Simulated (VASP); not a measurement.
**KI: single point with PBE**

**The experiment to reproduce.**

From a printed reference work, monograph, for a bulk crystal of KI: band gap 6.32 eV.

The system is KI.

```
I K
1.0
     0.00000    3.53277    3.53277
     3.53277    0.00000    3.53277
     3.53277    3.53277    0.00000
I K
1 1
Direct
  0.50000 0.50000 0.50000
  0.00000 0.00000 0.00000
```

| Quantity | Value |
| --- | --- |
| Program | VASP 6.6.1 |
| Task | single point |
| Functional | PBE |
| Potentials or basis | VASP PAW PBE potentials, release 64 (I, K_sv) |
| Cutoff | 500 eV |
| k mesh | 6 × 6 × 6 |
| Occupations | fermi-dirac, width 0.02 eV |
| Spin | no spin polarisation |

* Pressure: 0.6 GPa
* Band gap on the k mesh: 3.96 eV, direct

Levels at points of the mesh, in eV from the valence-band top:
```
           k point  band 6  band 7  band 8  band 9  band 10  band 11
(0.00, 0.00, 0.00)    0.00    0.00    0.00    3.96     6.50     6.50
(0.50, 0.00, 0.00)   -1.32   -0.34   -0.34    5.52     7.71     8.14
(0.50, 0.50, 0.00)   -1.00   -0.37   -0.37    4.93     5.77     8.10
```

Run time: 11 s on 1 thread of Intel(R) Xeon(R) 6975P-C (Granite Rapids), on a shared host, peak memory 0.2 GiB.

A measured gap of KI is 6.32 eV (a printed reference work, monograph); the calculated 3.96 eV misses it by -2.36 eV. Spin-orbit coupling on I is left out. The value is that of PBE, without temperature or zero-point motion. Semilocal functionals fall short of measured gaps as a rule.

Caveat: spin-orbit coupling is left out, which moves the levels of the heavy elements.
